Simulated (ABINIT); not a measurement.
The system is Rh.

```
CELL_PARAMETERS angstrom
0.00000 1.89785 1.89785
1.89785 0.00000 1.89785
1.89785 1.89785 0.00000
ATOMIC_POSITIONS crystal
Rh 0.00000 0.00000 0.00000
```

```yaml
Program: ABINIT 10.8.3 (patched build)
Task: relaxation of cell and atoms
Functional: PBE
Potentials_or_basis: JTH PAW PBE v2.0
Cutoff: 435 eV
k_mesh: 12 × 12 × 12
Occupations: fermi-dirac, width 0.05 eV
Spin: no spin polarisation
```

At the start: pressure 7.6 GPa; volume 13.67 Å³/atom.

**Question.** Where does the relaxation end?

**Answer.** Over 4 steps the energy falls by 8.5 meV/atom and the volume is 14.04 Å³/atom (+2.7 %); space group Fm-3m (No. 225, to 0.05 Å).

The path:
```tsv
step	energy change (eV)	largest force (eV/Å)	pressure (GPa)	volume (Å³)
1	0.0000	0.0000	7.60	13.67
2	-0.0084	0.0000	0.92	13.99
3	-0.0085	0.0000	0.04	14.04
4	-0.0085	0.0000	0.00	14.04
```

Final structure:
```yaml
crystal:
  lattice:
    - [0.00000, 1.91474, 1.91474]
    - [1.91474, 0.00000, 1.91474]
    - [1.91474, 1.91474, 0.00000]
  atoms:
    - { symbol: Rh, position: [0.00000, 0.00000, 0.00000] }
```
